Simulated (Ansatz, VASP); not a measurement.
**One calculation of I, two programs**

The input INCAR:

```
SYSTEM = I
  ALGO = Normal
  EDIFF = 1E-7
  ENCUT = 520
  GGA = PS
  ISIF = 2
  ISMEAR = -1
  LASPH = .True.
  LCHARG = .False.
  LREAL = .False.
  LWAVE = .False.
  NBANDS = 22
  NELM = 100
  PREC = Accurate
  SIGMA = 0.05
```

Contents of KPOINTS:

```
k-points
0
Gamma
  7 7 3
  0 0 0
```

POSCAR

```
I
1.0
    3.5859068830     -2.3626508969      0.0000000000
    3.5859068830      2.3626508969      0.0000000000
    0.0000000000      0.0000000000      9.6610799909
I
4
Direct
    0.6493000000      0.3507000000      0.3844000000
    0.1493000000      0.8507000000      0.1156000000
    0.3507000000      0.6493000000      0.6156000000
    0.8507000000      0.1493000000      0.8844000000
```

File input.yaml:

```yaml
crystal:
  lattice:
    - [3.585906883, -2.3626508969, 0.0]
    - [3.585906883, 2.3626508969, 0.0]
    - [0.0, 0.0, 9.6610799909]
  atoms:
    - { symbol: I, position: [0.6493, 0.3507, 0.3844] }
    - { symbol: I, position: [0.1493, 0.8507, 0.1156] }
    - { symbol: I, position: [0.3507, 0.6493, 0.6156] }
    - { symbol: I, position: [0.8507, 0.1493, 0.8844] }
hamiltonian:
  xc: pbesol
  pseudopotentials: { kind: paw }
kpoints:
  mp_grid: { grid: [7, 7, 3] }
scf:
  occupations: { method: fermi_dirac, width: 0.05 }
output:
  forces: true
  stress: true
  eigenvalues: true
```

Change from the starting cell: volume scaled by 0.96.

Alike in both runs: task single point; functional PBEsol; k mesh 7 × 7 × 3; occupations fermi-dirac, width 0.05 eV; no spin polarisation.

|  | VASP | Ansatz |
| --- | --- | --- |
| version | VASP 6.6.1 | Ansatz 0.2.0 |
| potentials or method | VASP PAW PBE potentials, release 64 (I) | Ansatz PAW |
| plane-wave cutoff (eV) | 520 | 420 |
| valence electrons in the cell | 28 | 68 |

VASP gave:

- gap on the k mesh at the Fermi level (eV): 1.37
- least direct gap on the mesh (eV): 1.48
- pressure (GPa): 1.2
- largest component of the traceless stress (GPa): 1.62
- rms of the force components (eV/Å): 0.665

Q: Estimate Ansatz's values.

A: gap on the k mesh at the Fermi level (eV): 1.36; least direct gap on the mesh (eV): 1.47; pressure (GPa): 1.2; largest component of the traceless stress (GPa): 1.60; rms of the force components (eV/Å): 0.662.

Atom by atom the forces differ by 0.003 eV/Å (rms over components). The two sets of potentials don't hold the same shells in valence.

Caveats: spin-orbit coupling is left out, which moves the levels of the heavy elements; the PAW data sets were made with another functional, which shifts forces and pressure a little (VASP); an odd mesh through Γ misses points on the zone boundary, where band edges often lie (VASP); odd divisions of the mesh miss points on the zone boundary, where band edges often lie, so the gap on the mesh can be too wide (Ansatz); the PAW data sets come from PBE, with cores solved anew for the run's functional, which leaves a small shift of forces and pressure (Ansatz); forces of over 1 eV/Å show positions far from the minimum, so gaps and moduli don't describe the material at rest (Ansatz).
